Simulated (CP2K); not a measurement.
# ZnCu (Pm-3m) in CP2K: further runs

Aim: see how the results for ZnCu move with the level of theory and the settings. Levels: PBE, RPBE. Tasks: single point.

Everything below comes from runs of CP2K 2026.2. Logs are shortened: lines on timing, memory, paths and dates and some standing lists are left out, and cuts for length are marked.

## 1. Starting point

Symmetry: Pm-3m, No. 221, cubic system. Conventional cell: a = 2.945 Å, b = 2.945 Å, c = 2.945 Å, α = 90.00°, β = 90.00°, γ = 90.00°. Zn (site symmetry m-3m) is surrounded by 8 Cu at 2.55 Å. Around Cu (site symmetry m-3m) lie 8 Zn at 2.55 Å.

## 2. Single point, PBE

zncu_scf.inp reads:

```
&GLOBAL
  PROJECT zncu_scf
  RUN_TYPE ENERGY_FORCE
  PRINT_LEVEL LOW
&END GLOBAL
&FORCE_EVAL
  METHOD QS
  STRESS_TENSOR ANALYTICAL
  &DFT
    BASIS_SET_FILE_NAME BASIS_MOLOPT_UZH
    POTENTIAL_FILE_NAME POTENTIAL_UZH
    &MGRID
      CUTOFF 450
      REL_CUTOFF 60
      NGRIDS 4
    &END MGRID
    &QS
      METHOD GPW
      EPS_DEFAULT 1.0E-10
    &END QS
    &KPOINTS
      SCHEME MONKHORST-PACK 9 9 9
      GAMMA_CENTERED T
      SYMMETRY T
      SYMMETRY_BACKEND SPGLIB
    &END KPOINTS
    &SCF
      SCF_GUESS ATOMIC
      EPS_SCF 1.0E-6
      MAX_SCF 100
      ADDED_MOS 13
      CHOLESKY OFF
      EPS_EIGVAL 1.0E-7
      &DIAGONALIZATION ON
        ALGORITHM STANDARD
      &END DIAGONALIZATION
      &MIXING ON
        METHOD BROYDEN_MIXING
        ALPHA 0.4
        BETA 1.5
        NBUFFER 8
      &END MIXING
      &SMEAR ON
        METHOD GAUSSIAN
        SIGMA [eV] 0.1
      &END SMEAR
    &END SCF
    &XC
      &XC_FUNCTIONAL
        &GGA_X_PBE
        &END GGA_X_PBE
        &GGA_C_PBE
        &END GGA_C_PBE
      &END XC_FUNCTIONAL
    &END XC
    &PRINT
      &KPOINTS ON
      &END KPOINTS
      &MULLIKEN ON
      &END MULLIKEN
      &MO ON
        ENERGIES T
        OCCUPATION_NUMBERS T
        &EACH
          QS_SCF 0
        &END EACH
        ADD_LAST NUMERIC
      &END MO
      &LOWDIN ON
      &END LOWDIN
      &HIRSHFELD ON
        SHAPE_FUNCTION DENSITY
      &END HIRSHFELD
    &END PRINT
  &END DFT
  &SUBSYS
    &CELL
      A 2.9450000000 0.0000000000 0.0000000000
      B 0.0000000000 2.9450000000 0.0000000000
      C 0.0000000000 0.0000000000 2.9450000000
      PERIODIC XYZ
    &END CELL
    &COORD
      SCALED
      Zn  0.5000000000 0.5000000000 0.5000000000
      Cu  0.0000000000 0.0000000000 0.0000000000
    &END COORD
    &KIND Zn
      BASIS_SET TZVP-MOLOPT-PBE-GTH-q12
      POTENTIAL GTH-PBE-q12
    &END KIND
    &KIND Cu
      BASIS_SET TZVP-MOLOPT-PBE-GTH-q11
      POTENTIAL GTH-PBE-q11
    &END KIND
    &PRINT
      &ATOMIC_COORDINATES ON
      &END ATOMIC_COORDINATES
      &CELL ON
      &END CELL
      &SYMMETRY ON
      &END SYMMETRY
    &END PRINT
  &END SUBSYS
  &PRINT
    &FORCES ON
    &END FORCES
    &STRESS_TENSOR ON
    &END STRESS_TENSOR
  &END PRINT
&END FORCE_EVAL
```

Potentials or basis: POTENTIAL_UZH Zn GTH-PBE-q12, Cu GTH-PBE-q11; TZVP-MOLOPT-PBE-GTH basis.

On the command line:

```sh
$ OMP_NUM_THREADS=1 cp2k.psmp -i zncu_scf.inp -o zncu_scf.out
```

zncu_scf.out:

```text

 CP2K| version string:                                       CP2K version 2026.2
 CP2K| Input file name                                              zncu_scf.inp

 GLOBAL| Force Environment number                                              1
 GLOBAL| Basis set file name                                    BASIS_MOLOPT_UZH
 GLOBAL| Potential file name                                       POTENTIAL_UZH
 GLOBAL| MM Potential file name                                     MM_POTENTIAL
 GLOBAL| Coordinate file name                                      __STD_INPUT__
 GLOBAL| Method name                                                        CP2K
 GLOBAL| Project name                                                   zncu_scf
 GLOBAL| Run type                                                   ENERGY_FORCE
 GLOBAL| FFT library                                                       FFTW3
[... 8 lines left out ...]
 GLOBAL| CPU model name                                                  UNKNOWN

 CELL| Volume [angstrom^3]:                                            25.542059
 CELL| Vector a [angstrom]:       2.945     0.000     0.000   |a| =     2.945000
 CELL| Vector b [angstrom]:       0.000     2.945     0.000   |b| =     2.945000
 CELL| Vector c [angstrom]:       0.000     0.000     2.945   |c| =     2.945000
 CELL| Angle (b,c), alpha [degree]:                                    90.000000
 CELL| Angle (a,c), beta  [degree]:                                    90.000000
 CELL| Angle (a,b), gamma [degree]:                                    90.000000
 CELL| Numerically orthorhombic:                                             YES
 CELL| Periodicity                                                           XYZ

 CELL_REF| Volume [angstrom^3]:                                        25.542059
 CELL_REF| Vector a [angstrom     2.945     0.000     0.000   |a| =     2.945000
 CELL_REF| Vector b [angstrom     0.000     2.945     0.000   |b| =     2.945000
 CELL_REF| Vector c [angstrom     0.000     0.000     2.945   |c| =     2.945000
 CELL_REF| Angle (b,c), alpha [degree]:                                90.000000
 CELL_REF| Angle (a,c), beta  [degree]:                                90.000000
 CELL_REF| Angle (a,b), gamma [degree]:                                90.000000
 CELL_REF| Numerically orthorhombic:                                         YES
 CELL_REF| Periodicity                                                       XYZ

[... 9 lines left out ...]

  Total number of            - Atomic kinds:                                   2
                             - Atoms:                                          2
                             - Shell sets:                                     2
                             - Shells:                                        20
                             - Primitive Cartesian functions:                 12
                             - Cartesian basis functions:                     80
                             - Spherical basis functions:                     68

  Maximum angular momentum of the orbital basis functions:                     3

 MODULE QUICKSTEP: ATOMIC COORDINATES IN ANGSTROM

   Atom Kind Element         X             Y             Z       Z(eff)     Mass
      1    1 Zn   30      1.472500      1.472500      1.472500  12.0000  65.3800
      2    2 Cu   29      0.000000      0.000000      0.000000  11.0000  63.5460

 Crystal Symmetry Information
       International Symbol:                                               Pm-3m
       Point Group Symbol:                                                  m-3m
       Schoenflies Symbol:                                                  Oh^1
       Number of Symmetry Operations:                                         48

 SCF PARAMETERS         Density guess:                                    ATOMIC
[... 9 lines left out ...]
                        --------------------------------------------------------
                        level_shift [a.u.]:                             0.000000
                        added MOs                                        13    0
                        --------------------------------------------------------
                        Mixing method:                            BROYDEN_MIXING
                                                charge density mixing in g-space
                        --------------------------------------------------------
                        Smear method:                                   GAUSSIAN
                        Smearing width (sigma) [a.u.]:                  3.67E-03
                        Accuracy threshold:                             1.00E-10
                        --------------------------------------------------------
                        No outer SCF
[... 10 lines left out ...]
 BRILLOUIN| Symmetry reduction method                                    SPGLIB
 BRILLOUIN| Wavefunction type                                            COMPLEX
 BRILLOUIN| List of Kpoints [2 Pi/Bohr]                                       35
 BRILLOUIN| Number           Weight            X              Y              Z
 BRILLOUIN|     1           0.01097       -0.44444       -0.44444       -0.44444
 BRILLOUIN|     2           0.03292       -0.44444       -0.44444       -0.33333
 BRILLOUIN|     3           0.03292       -0.44444       -0.44444       -0.22222
 BRILLOUIN|     4           0.03292       -0.44444       -0.44444       -0.11111
 BRILLOUIN|     5           0.01646       -0.44444       -0.44444        0.00000
 BRILLOUIN|     6           0.03292       -0.44444       -0.33333       -0.33333
[... 27 lines left out ...]
 BRILLOUIN|    34           0.00823       -0.11111        0.00000        0.00000
 BRILLOUIN|    35           0.00137        0.00000        0.00000        0.00000
 *******************************************************************************

 Extrapolation method: initial_guess

 Number of electrons:                                                         23
 Number of occupied orbitals:                                                 12
 Number of molecular orbitals:                                                25

 Number of orbital functions:                                                 68
 Number of independent orbital functions:                                     68

 SCF WAVEFUNCTION OPTIMIZATION

  Step     Update method      Time    Convergence         Total energy    Change
  ------------------------------------------------------------------------------
     1 NoMix/Diag. 0.40E+00   15.4     1.56756513      -108.4983555520 -1.08E+02
     2 Broy./Diag. 0.40E+00   11.3     0.10013966      -107.8755526192  6.23E-01
     3 Broy./Diag. 0.40E+00   11.4     0.03440256      -108.3593104762 -4.84E-01
     4 Broy./Diag. 0.40E+00   11.4     0.04252324      -108.4030924245 -4.38E-02
     5 Broy./Diag. 0.40E+00   11.4     0.00676761      -108.2657491012  1.37E-01
     6 Broy./Diag. 0.40E+00   11.3     0.00361150      -108.3392798061 -7.35E-02
     7 Broy./Diag. 0.40E+00   11.3     0.00077366      -108.3745831266 -3.53E-02
     8 Broy./Diag. 0.40E+00   11.3     0.00072046      -108.3708657426  3.72E-03
     9 Broy./Diag. 0.40E+00   11.3     0.00014968      -108.3649372874  5.93E-03
    10 Broy./Diag. 0.40E+00   11.4     0.00006591      -108.3652675901 -3.30E-04
    11 Broy./Diag. 0.40E+00   11.3     0.00000542      -108.3659494842 -6.82E-04
    12 Broy./Diag. 0.40E+00   11.3     0.00000491      -108.3660010982 -5.16E-05
    13 Broy./Diag. 0.40E+00   11.2     0.00000066      -108.3659975674  3.53E-06

  *** SCF run converged in    13 steps ***

  Electronic density on regular grids:        -22.9999999985        0.0000000015
  Core density on regular grids:               22.9999999976       -0.0000000024
  Total charge density on r-space grids:       -0.0000000009
  Total charge density g-space grids:          -0.0000000009

  Overlap energy of the core charge distribution:               0.00000001089839
  Self energy of the core charge distribution:               -144.44883412582340
  Core Hamiltonian energy:                                     47.65915483343542
  Hartree energy:                                               5.16778254574137
  Exchange-correlation energy:                                -16.74403328787182
  Smearing free energy correction:                             -0.00006754372910
  Fermi energy:                                                 0.25331623325820

  Total energy:                                              -108.36599756742466
  Total energy (extrapolated to sigma->0):                   -108.36596379556011

 MO| EIGENVALUES AND OCCUPATION NUMBERS FOR K POINT 1
 MO|
 MO|  Index      Eigenvalue [a.u.]        Eigenvalue [eV]             Occupation
 MO|      1              -0.036335              -0.988735               2.000000
 MO|      2              -0.035316              -0.960995               2.000000
 MO|      3              -0.035316              -0.960995               2.000000
 MO|      4              -0.005491              -0.149420               2.000000
 MO|      5              -0.005491              -0.149420               2.000000
 MO|      6               0.090000               2.449015               2.000000
[... 428 lines left out ...]
 MO|     24               1.306663              35.556117               0.000000
 MO|     25               1.382642              37.623612               0.000000
 MO| Sum:                                                              24.000000
 MO| E(Fermi):            0.253316 a.u.          6.893085 eV
 MO| Band gap:            0.383585 a.u.         10.437876 eV

 [... the levels of further k-points ...]

 !-----------------------------------------------------------------------------!
                     Mulliken Population Analysis

 #  Atom  Element  Kind  Atomic population                           Net charge
       1     Zn       1         11.919289                              0.080711
       2     Cu       2         11.080711                             -0.080711
 # Total charge                             23.000000                 -0.000000

 !-----------------------------------------------------------------------------!

 !-----------------------------------------------------------------------------!
                           Hirshfeld Charges

  #Atom  Element  Kind  Ref Charge     Population                    Net charge
      1       Zn     1      12.000         11.845                         0.155
      2       Cu     2      11.000         11.155                        -0.155

  Total Charge                                                            0.000
 !-----------------------------------------------------------------------------!

 LOWDIN POPULATION ANALYSIS

 #  Atom  Element  Kind  Atomic population                           Net charge
       1     Zn       1         11.964072                              0.035928
       2     Cu       2         11.035928                             -0.035928
 # Total charge                             23.000000                 -0.000000

 ENERGY| Total FORCE_EVAL ( QS ) energy [hartree]           -108.365998136546295

 FORCES| Atomic forces [hartree/bohr]
 FORCES|   Atom     x               y               z               |f|
 FORCES|      1  3.19915759E-09  3.19905209E-09  3.19885942E-09   5.54087043E-09
 FORCES|      2  6.97441509E-09  6.97451513E-09  6.97470889E-09   1.20802687E-08
 FORCES| Sum     1.01735727E-08  1.01735672E-08  1.01735683E-08
 FORCES| Total atomic force                                       1.76211391E-08

 STRESS| Analytical stress tensor [bar]
 STRESS|                        x                   y                   z
 STRESS|      x        3.53998315767E+04   7.09266203371E-03   7.09922441397E-03
 STRESS|      y        7.09266203371E-03   3.53998190623E+04   7.08315040067E-03
 STRESS|      z        7.09922441397E-03   7.08315040067E-03   3.54000918265E+04
 STRESS| 1/3 Trace                                             3.53999141552E+04
 STRESS| Determinant                                           4.43615412681E+13

 STRESS| Eigenvectors and eigenvalues of the analytical stress tensor [bar]
 STRESS|                        1                   2                   3
 STRESS| Eigenvalues   3.53998158152E+04   3.53998344365E+04   3.54000922138E+04
 STRESS|      x          -0.405443157072      0.913693089014      0.027942538738
 STRESS|      y           0.914027416914      0.404776886576      0.026637440268
 STRESS|      z          -0.013027951248     -0.036340214383      0.999254552807
```

Wall time 3 min (1 thread of Arm Neoverse V1, shared host); peak memory 0.47 GiB.

What came out:

| Quantity | Value |
| --- | --- |
| Free energy | -2948.7888 eV |
| Pressure | 3.5 GPa |
| Band gap on the k mesh | none (metal or under the smearing width) |
| Mulliken charges | Zn +0.08; Cu -0.08 e |
| Hirshfeld charges | Zn +0.15; Cu -0.15 e |

Caveat: Mulliken charges move with the basis; the basis of atomic orbitals isn't converged, which shifts pressures, moduli and gaps.

## 3. Single point, RPBE

Edit zncu_scf.inp of step 2 so:

```diff
@@ -14,3 +14,3 @@
       REL_CUTOFF 60
-      NGRIDS 4
+      NGRIDS 5
     &END MGRID
@@ -44,3 +44,3 @@
         METHOD GAUSSIAN
-        SIGMA [eV] 0.1
+        SIGMA [eV] 0.02
       &END SMEAR
@@ -49,4 +49,4 @@
       &XC_FUNCTIONAL
-        &GGA_X_PBE
-        &END GGA_X_PBE
+        &GGA_X_RPBE
+        &END GGA_X_RPBE
         &GGA_C_PBE
@@ -77,5 +77,4 @@
     &CELL
-      A 2.9450000000 0.0000000000 0.0000000000
-      B 0.0000000000 2.9450000000 0.0000000000
-      C 0.0000000000 0.0000000000 2.9450000000
+      ABC 2.9450000000 2.9450000000 2.9450000000
+      ALPHA_BETA_GAMMA 90.0000000000 90.0000000000 90.0000000000
       PERIODIC XYZ
@@ -83,4 +82,3 @@
     &COORD
-      SCALED
-      Zn  0.5000000000 0.5000000000 0.5000000000
+      Zn  1.4725000000 1.4725000000 1.4725000000
       Cu  0.0000000000 0.0000000000 0.0000000000
```

Potentials or basis: POTENTIAL_UZH Zn GTH-PBE-q12, Cu GTH-PBE-q11; TZVP-MOLOPT-PBE-GTH basis.

On the command line:

```sh
$ OMP_NUM_THREADS=1 cp2k.psmp -i zncu_scf.inp -o zncu_scf.out
```

Run time: 3 min. Hardware: 1 thread of Arm Neoverse V1, shared host; peak memory 0.47 GiB.

The run converged. Its results:

- Free energy: -2950.4874 eV
- Pressure: 6.9 GPa
- Band gap on the k mesh: none (metal or under the smearing width)
- Mulliken charges: Zn +0.07; Cu -0.07 e
- Hirshfeld charges: Zn +0.16; Cu -0.16 e

Levels at points of the mesh, in eV from the Fermi level:
```tsv
k point	band 7	band 8	band 9	band 10	band 11	band 12	band 13	band 14	band 15	band 16
(0.00, 0.00, 0.00)	-3.74	-3.74	-2.85	-2.85	-2.85	6.04	6.04	6.04	11.87	11.87
```

Caveat: Mulliken charges move with the basis; the potentials were made for another functional, which shifts forces and pressure; the basis of atomic orbitals isn't converged, which shifts pressures, moduli and gaps.
